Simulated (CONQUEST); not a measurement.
Au:

```
Au
1.0
     2.87792    0.00000    0.00000
     0.00000    2.87792    0.00000
     0.00000    0.00000    4.07000
Au
2
Direct
  0.00000 0.00000 0.00000
  0.50000 0.50000 0.50000
```

| Quantity | Value |
| --- | --- |
| Program | CONQUEST 1.3 |
| Task | single point |
| Functional | PBE |
| Potentials or basis | PseudoDojo NC PBE, DZP, grid cutoff 120 Ha |
| k mesh | 9 × 9 × 7 |
| Occupations | fermi-dirac, width 0.05 eV |
| Spin | no spin polarisation |

On this cell: pressure 11.5 GPa; largest force zero by symmetry; band gap on the k mesh none (metal or under the smearing width).

The same run follows on a disturbed copy (atoms of the box moved at random, drawn with an rms of 0.05 Å):

```xyz
2
Lattice="2.8779 0.0000 0.0000 0.0000 2.8779 0.0000 0.0000 0.0000 4.0700" Properties=species:S:1:pos:R:3 pbc="T T T"
Au    0.0091   -0.0021   -0.0196
Au    1.4291    1.3796    1.9875
```

Problem. What changes?

Solution. The energy (extrapolated to zero smearing) moves by +6.0 meV/atom; pressure 12.0 GPa; largest force 0.372 eV/Å; band gap on the k mesh none (metal or under the smearing width).

Forces in eV/Å, atoms in the order of the input:
```
Au  -0.078 -0.205 -0.280
Au   0.064  0.205  0.304
```

The forces don't sum to zero, so they hold noise of the program's grid.

Caveats: the basis of atomic orbitals isn't converged, which shifts pressures, moduli and gaps; the box holds several primitive cells, so bands are folded and the points are those of the box's own zone (some runs); the real-space grid breaks the cell's symmetry a little (some runs).
